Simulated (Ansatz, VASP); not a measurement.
This is a calculation of HfC for Ansatz 0.2.0. 

The input input.yaml:

```yaml
crystal:
  lattice:
    - [0.0, 2.325, 2.325]
    - [2.325, 0.0, 2.325]
    - [2.325, 2.325, 0.0]
  atoms:
    - { symbol: Hf, position: [0.5, 0.5, 0.5] }
    - { symbol: C, position: [0.0, 0.0, 0.0] }
hamiltonian:
  xc: revpbe
  pseudopotentials: { kind: paw }
  dispersion: d4
kpoints:
  mp_grid: { grid: [10, 10, 10] }
scf:
  occupations: { method: fermi_dirac, width: 0.05 }
output:
  forces: true
  stress: true
relax:
  f_tol: 0.01
  max_steps: 40
  cell: { stress_tol: 0.05 }
```

Potentials or basis: Ansatz PAW.

The run is started by

```sh
$ ansatz run input.yaml --threads 2 --pin off --max-ram 5632MiB --backend cpu --events-out ev --progress --plain --runs-dir out
```

Question: What does the same run look like in VASP 6.6.1? Potentials or basis there: PBE PAW files C, Hf_pv, 600 eV.

Answer: As run (cutoffs and basis follow the program's own potentials, and thresholds, step limits or extra output files can differ):

File INCAR:

```
SYSTEM = HfC
ALGO     = Normal         ! electronic algorithm
EDIFF    = 1E-6           ! SCF threshold, eV
EDIFFG   = -0.01          ! ionic threshold
ENCUT    = 600            ! plane-wave cutoff, eV
GGA      = RE             ! functional
IBRION   = 2              ! ionic algorithm
ISIF     = 3              ! what is computed and relaxed
ISMEAR   = -1             ! smearing method
IVDW     = 13             ! dispersion correction
LASPH    = .True.         ! aspherical terms in the spheres
LCHARG   = .False.        ! write CHGCAR
LREAL    = .False.        ! projectors in reciprocal space
LWAVE    = .False.        ! write WAVECAR
NELM     = 60             ! most SCF steps
NSW      = 40             ! ionic steps
PREC     = Accurate       ! precision mode
SIGMA    = 0.05           ! smearing width, eV
```

The input KPOINTS:

```
k-points
0
Gamma
  10 10 10
  0 0 0
```

File POSCAR:

```
HfC
1.0
    0.0000000000      2.3250000000      2.3250000000
    2.3250000000      0.0000000000      2.3250000000
    2.3250000000      2.3250000000      0.0000000000
Hf C
1 1
Direct
    0.5000000000      0.5000000000      0.5000000000
    0.0000000000      0.0000000000      0.0000000000
```

Potentials or basis: VASP PAW PBE potentials, release 64 (Hf_pv, C).

Launch:

```sh
$ cat potpaw_PBE.64/Hf_pv/POTCAR potpaw_PBE.64/C/POTCAR > POTCAR
$ mpirun -np 1 vasp_std > vasp.out
```

Both were run:

|  | Ansatz | VASP |
| --- | --- | --- |
| Relaxed volume | 12.38 Å³/atom | 12.34 Å³/atom |
| Relaxed cell | a = 3.271 Å, b = 3.271 Å, c = 3.271 Å, α = 60.00°, β = 60.00°, γ = 60.00° | a = 3.268 Å, b = 3.268 Å, c = 3.268 Å, α = 60.00°, β = 60.00°, γ = 60.00° |
| Space group after relaxing | Fm-3m (No. 225) | Fm-3m (No. 225) |
| Pressure after relaxing | 0.0 GPa | -0.1 GPa |

Ansatz's pressure holds a Pulay term of +0.23 GPa for its cutoff of 420 eV, which the other run lacks.

The potentials hold 30 and 14 valence electrons a cell.

Ansatz's potentials were made for PBE. VASP's potentials were made for PBE.

Where Ansatz's input types no cutoff or centring, it takes its own default and a Γ-centred mesh.

Pressure is positive in compression.
